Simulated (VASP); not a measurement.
The system is GaN.

```
CELL_PARAMETERS angstrom
0.00000 2.25000 2.25000
2.25000 0.00000 2.25000
2.25000 2.25000 0.00000
ATOMIC_POSITIONS crystal
Ga 0.00000 0.00000 0.00000
N 0.25000 0.25000 0.25000
```

The cell was built by a generator and needn't be a form met in nature.

Base run:

| Property | Result |
| --- | --- |
| Program | VASP 6.6.1 |
| Functional | r2SCAN |
| Potentials or basis | VASP PAW PBE potentials, release 64 (Ga_d, N) |
| Cutoff | 520 eV |
| k mesh | 8 × 8 × 8 |
| Occupations | fermi-dirac, width 0.05 eV |
| Spin | no spin polarisation |

Its results: band gap on the k mesh 2.15 eV, direct; pressure 0.8 GPa.

After a change of settings the same cell gave: band gap on the k mesh 1.71 eV, direct; pressure -0.5 GPa. Which change was it?
A. functional from r2SCAN to SCAN
B. functional from r2SCAN to PBEsol
C. functional from r2SCAN to LDA; potentials or basis from VASP PAW PBE potentials, release 64 (Ga_d, N) to VASP PAW LDA potentials, release 64 (Ga_d, N)

B.

r2SCAN gives the wider gap, since meta-GGAs in the generalised Kohn-Sham scheme recover part of the derivative discontinuity.

Caveats: the PAW data sets were made with another functional, which shifts forces and pressure a little.

Runs at the PBE level aren't shown here.
